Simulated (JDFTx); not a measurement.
Zr:

```xyz
1
Lattice="-1.8100 1.8100 1.8100 1.8100 -1.8100 1.8100 1.8100 1.8100 -1.8100" Properties=species:S:1:pos:R:3 pbc="T T T"
Zr    0.0000    0.0000    0.0000
```

This isn't the form of Zr at room conditions, which is hcp.

- Program: JDFTx 1.7.0 (patched build)
- Task: relaxation of cell and atoms
- Functional: PBE
- Potentials or basis: PseudoDojo-SR-PBE-0.5-stringent with smoothed tails
- Cutoff: 898 eV
- Density cutoff: 3592 eV
- k mesh: 10 × 10 × 10
- Occupations: fermi-dirac, width 0.05 eV
- Spin: no spin polarisation

At the start: pressure -3.3 GPa; volume 23.72 Å³/atom.

Task: Where does the relaxation end?

Result: Over 5 steps the energy falls by 10.3 meV/atom and the volume is 22.75 Å³/atom (-4.1 %); space group Im-3m (No. 229, to 0.05 Å).

Step by step:
| step | energy change (eV) | largest force (eV/Å) | pressure (GPa) | volume (Å³) |
| --- | --- | --- | --- | --- |
| 1 | 0.0000 | 0.0000 | -3.31 | 23.72 |
| 2 | -0.0025 | 0.0000 | -2.89 | 23.59 |
| 3 | -0.0102 | 0.0000 | -0.06 | 22.77 |
| 4 | -0.0103 | 0.0000 | 0.00 | 22.75 |
| 5 | -0.0103 | 0.0000 | 0.00 | 22.75 |

Final structure:
```
Zr
1.0
    -1.78509    1.78509    1.78509
     1.78509   -1.78509    1.78509
     1.78509    1.78509   -1.78509
Zr
1
Direct
  0.00000 0.00000 0.00000
```
